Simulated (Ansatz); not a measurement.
Wanted: the native input for an Ansatz 0.2.0 run.

| Property | Result |
| --- | --- |
| Task | band structure |
| Functional | PBEsol |
| Potentials or basis | all-electron LAPW, scalar-relativistic |
| Cutoff | 200 eV (chosen from the basis error) |
| Basis error allowed | 0.001 eV/atom |
| k mesh | 8 × 8 × 8 |
| Occupations | fermi-dirac, width 0.05 eV |
| Spin | no spin polarisation |

Nb:

```xyz
1
Lattice="0.0000 2.1150 2.1150 2.1150 0.0000 2.1150 2.1150 2.1150 0.0000" Properties=species:S:1:pos:R:3 pbc="T T T"
Nb    0.0000    0.0000    0.0000
```

This isn't the form of Nb at room conditions, which is bcc.

One way to write it, as run:

input.yaml

```yaml
crystal:
  lattice:
    - [0.0, 2.115, 2.115]
    - [2.115, 0.0, 2.115]
    - [2.115, 2.115, 0.0]
  atoms:
    - { symbol: Nb, position: [0.0, 0.0, 0.0] }
kpoints:
  mp_grid: { grid: [8, 8, 8] }
  band_path:
    path:
      - [0.0, 0.0, 0.0]
      - [0.5, 0.0, 0.5]
      - [0.5, 0.25, 0.75]
      - [0.375, 0.375, 0.75]
      - [0.0, 0.0, 0.0]
      - [0.5, 0.5, 0.5]
      - [0.625, 0.25, 0.625]
      - [0.5, 0.25, 0.75]
    npoints: 10
scf:
  occupations: { method: fermi_dirac, width: 0.05 }
hamiltonian:
  xc: pbesol
  pseudopotentials: { kind: all_electron, lapw: { basis_error: 0.001 } }
output:
  forces: true
  stress: true
  eigenvalues: true
```

Potentials or basis: all-electron LAPW, scalar-relativistic.

Launch:

```bash
$ ansatz run input.yaml --threads 1 --pin off --max-ram 3072MiB --backend cpu --events-out ev --progress --plain --runs-dir out
```

It gave:

| Property | Result |
| --- | --- |
| Pressure | -7.3 GPa |
| Band gap along the path | none (metal or under the smearing width) |

Caveat: the k mesh is thin for a metal, which can move the energy by tens of meV per atom.

Run time: 3.7 s on 1 thread of Arm Neoverse V2 (shared host), peak memory 0.22 GiB.
